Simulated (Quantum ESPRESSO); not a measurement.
# MgO (Fm-3m) in Quantum ESPRESSO: reference runs, part 2 of 2

Quantum ESPRESSO 7.5. The steps go on from the part before.

**3. Single point, PBE (atoms moved at random, drawn with an rms of 0.05 Å)**

Contents of pw.in:

```
&CONTROL
  calculation = 'scf'
  prefix = 'pwscf'
  outdir = './tmp'
  pseudo_dir = './pseudo'
  tprnfor = .true.
  tstress = .true.
  disk_io = 'nowf'
/
&SYSTEM
  ibrav = 0
  nat = 2
  ntyp = 2
  ecutwfc = 55
  ecutrho = 440
  nbnd = 9
  occupations = 'smearing'
  smearing = 'fd'
  degauss = 0.00367493
/
&ELECTRONS
  conv_thr = 4d-10
  electron_maxstep = 120
  mixing_beta = 0.5
/
ATOMIC_SPECIES
Mg    24.3050 Mg.pbe-n-kjpaw_psl.0.3.0.UPF
O     15.9990 O.pbe-n-kjpaw_psl.0.1.UPF
CELL_PARAMETERS angstrom
   0.0000000000    2.0970013927    2.0970013927
   2.0970013927    0.0000000000    2.0970013927
   2.0970013927    2.0970013927    0.0000000000
ATOMIC_POSITIONS crystal
Mg    -0.0164450000    0.0205070000   -0.0158170000
O      0.5022520000    0.4969790000    0.5069060000
K_POINTS automatic
11 11 11 0 0 0
```

Potentials or basis: SSSP 1.3 efficiency PBE.

On the command line:

```
OMP_NUM_THREADS=1 pw.x -in pw.in > pw.out
```

pw.out:

```text
This program is part of the open-source Quantum ESPRESSO suite
     for quantum simulation of materials; please cite
         "P. Giannozzi et al., J. Phys.:Condens. Matter 21 395502 (2009);
         "P. Giannozzi et al., J. Phys.:Condens. Matter 29 465901 (2017);
         "P. Giannozzi et al., J. Chem. Phys. 152 154105 (2020);
     in publications or presentations arising from this work. More details at

     file Mg.pbe-n-kjpaw_psl.0.3.0.UPF: wavefunction(s)  3S renormalized
     file O.pbe-n-kjpaw_psl.0.1.UPF: wavefunction(s)  2P renormalized

     G-vector sticks info
     --------------------
     sticks:   dense  smooth     PW     G-vecs:    dense   smooth      PW
     Sum         955     475    151                19579     6855    1243

     Using Slab Decomposition

     bravais-lattice index     =            0
     lattice parameter (alat)  =       5.6042  a.u.
     unit-cell volume          =     124.4580 (a.u.)^3
     number of atoms/cell      =            2
     number of atomic types    =            2
     number of electrons       =         8.00
     number of Kohn-Sham states=            9
     kinetic-energy cutoff     =      55.0000  Ry
     charge density cutoff     =     440.0000  Ry
     scf convergence threshold =      4.0E-10
     mixing beta               =       0.5000
     number of iterations used =            8  plain     mixing
     Exchange-correlation= SLA  PW   PBX  PBC
                           (   1   4   3   4   0   0   0)

     celldm(1)=   5.604187  celldm(2)=   0.000000  celldm(3)=   0.000000
     celldm(4)=   0.000000  celldm(5)=   0.000000  celldm(6)=   0.000000

     crystal axes: (cart. coord. in units of alat)
               a(1) = (   0.000000   0.707107   0.707107 )
               a(2) = (   0.707107   0.000000   0.707107 )
               a(3) = (   0.707107   0.707107   0.000000 )

     reciprocal axes: (cart. coord. in units 2 pi/alat)
               b(1) = ( -0.707107  0.707107  0.707107 )
               b(2) = (  0.707107 -0.707107  0.707107 )
               b(3) = (  0.707107  0.707107 -0.707107 )

     PseudoPot. # 1 for Mg read from file:
     Mg.pbe-n-kjpaw_psl.0.3.0.UPF
     Pseudo is Projector augmented-wave + core cor, Zval =  2.0
     Generated using "atomic" code by A. Dal Corso  v.5.0.99 svn rev. 10869
     Shape of augmentation charge: PSQ
     Using radial grid of 1129 points,  4 beta functions with:
                l(1) =   0
                l(2) =   0
                l(3) =   1
                l(4) =   1
     Q(r) pseudized with 0 coefficients

     PseudoPot. # 2 for O  read from file:
     O.pbe-n-kjpaw_psl.0.1.UPF
     Pseudo is Projector augmented-wave + core cor, Zval =  6.0
     Generated using "atomic" code by A. Dal Corso  v.5.0.99 svn rev. 10869
     Shape of augmentation charge: BESSEL
     Using radial grid of 1095 points,  4 beta functions with:
                l(1) =   0
                l(2) =   0
                l(3) =   1
                l(4) =   1
     Q(r) pseudized with 0 coefficients

     atomic species   valence    mass     pseudopotential
     Mg                2.00    24.30500     Mg( 1.00)
     O                 6.00    15.99900     O ( 1.00)

     No symmetry found

   Cartesian axes

     site n.     atom                  positions (alat units)
         1        Mg     tau(   1) = (   0.0033163  -0.0228127   0.0028723  )
         2        O      tau(   2) = (   0.7098539   0.7135825   0.7065630  )

     number of k points=   666  Fermi-Dirac smearing, width (Ry)=  0.0037

     Number of k-points >= 100: set verbosity='high' to print them.

     Dense  grid:    19579 G-vectors     FFT dimensions: (  40,  40,  40)

     Smooth grid:     6855 G-vectors     FFT dimensions: (  27,  27,  27)

     Initial potential from superposition of free atoms

     starting charge       7.9991, renormalised to       8.0000
     Starting wfcs are    8 randomized atomic wfcs +    1 random wfcs

     Self-consistent Calculation

     iteration #  1     ecut=    55.00 Ry     beta= 0.50
     Davidson diagonalization with overlap
     ethr =  1.00E-02,  avg # of iterations =  5.2

     total energy              =     -75.41290376 Ry
     estimated scf accuracy    <       0.37635472 Ry

     iteration #  2     ecut=    55.00 Ry     beta= 0.50
     Davidson diagonalization with overlap
     ethr =  4.70E-03,  avg # of iterations =  1.9

     total energy              =     -75.52104230 Ry
     estimated scf accuracy    <       0.06882994 Ry

     iteration #  3     ecut=    55.00 Ry     beta= 0.50
     Davidson diagonalization with overlap
     ethr =  8.60E-04,  avg # of iterations =  1.2

     total energy              =     -75.53371984 Ry
     estimated scf accuracy    <       0.00335429 Ry

     iteration #  4     ecut=    55.00 Ry     beta= 0.50
     Davidson diagonalization with overlap
     ethr =  4.19E-05,  avg # of iterations =  5.0

     total energy              =     -75.53449313 Ry
     estimated scf accuracy    <       0.00019634 Ry

     iteration #  5     ecut=    55.00 Ry     beta= 0.50
     Davidson diagonalization with overlap
     c_bands:  1 eigenvalues not converged
     ethr =  2.45E-06,  avg # of iterations =  3.5

     total energy              =     -75.53459536 Ry
     estimated scf accuracy    <       0.00000097 Ry

     iteration #  6     ecut=    55.00 Ry     beta= 0.50
     Davidson diagonalization with overlap
     ethr =  1.21E-08,  avg # of iterations =  4.0

     total energy              =     -75.53459801 Ry
     estimated scf accuracy    <       0.00000033 Ry

     iteration #  7     ecut=    55.00 Ry     beta= 0.50
     Davidson diagonalization with overlap
     ethr =  4.10E-09,  avg # of iterations =  1.9

     total energy              =     -75.53459811 Ry
     estimated scf accuracy    <       0.00000001 Ry

     iteration #  8     ecut=    55.00 Ry     beta= 0.50
     Davidson diagonalization with overlap
     ethr =  1.69E-10,  avg # of iterations =  4.9

     End of self-consistent calculation

     Number of k-points >= 100: set verbosity='high' to print the bands.

     the Fermi energy is     7.9748 ev

!    total energy              =     -75.53459814 Ry
     total all-electron energy =      -551.435699 Ry
     estimated scf accuracy    <          3.3E-10 Ry
     smearing contrib. (-TS)   =       0.00000000 Ry
     internal energy E=F+TS    =     -75.53459814 Ry

     The total energy is F=E-TS. E is the sum of the following terms:
     one-electron contribution =      -9.13210341 Ry
     hartree contribution      =      10.18418770 Ry
     xc contribution           =      -9.35384926 Ry
     ewald contribution        =     -26.42858342 Ry
     one-center paw contrib.   =     -40.80424974 Ry

     convergence has been achieved in   8 iterations

     Forces acting on atoms (cartesian axes, Ry/au):

     atom    1 type  1   force =    -0.00037691    0.02109057   -0.00226487
     atom    2 type  2   force =     0.00037691   -0.02109057    0.00226487

     Total force =     0.030003     Total SCF correction =     0.000030

     Computing stress (Cartesian axis) and pressure

          total   stress  (Ry/bohr**3)                   (kbar)     P=       71.47
   0.00041738   0.00000072  -0.00000008           61.40        0.11       -0.01
   0.00000072   0.00062007   0.00000431            0.11       91.22        0.63
  -0.00000008   0.00000431   0.00042002           -0.01        0.63       61.79

=------------------------------------------------------------------------------=
   JOB DONE.
=------------------------------------------------------------------------------=
```

Wall time 67 s (1 thread of Arm Neoverse V2, shared host); peak memory 0.12 GiB.

What came out:

```yaml
Free_energy: -1027.7006 eV
Pressure: 7.1 GPa
Largest_force: 0.545 eV/Å
Band_gap_on_the_k_mesh: 4.85 eV, direct
```

Forces in eV/Å, atoms in the order of the input:
```
Mg  -0.010  0.542 -0.058
O    0.010 -0.542  0.058
```

**4. Against experiment**

Step 2. Against the measured gap of MgO, 7.83 eV (quoted in “Electronic structure of alkaline earth and post-transition metal oxides”, 2009, arxiv:0908.1581), the calculated 4.85 eV is off by -2.98 eV. The value is that of PBE, without temperature or zero-point motion. Semilocal functionals fall short of measured gaps as a rule. The cell is a database's relaxed one, not the measured one, which moves gaps too.
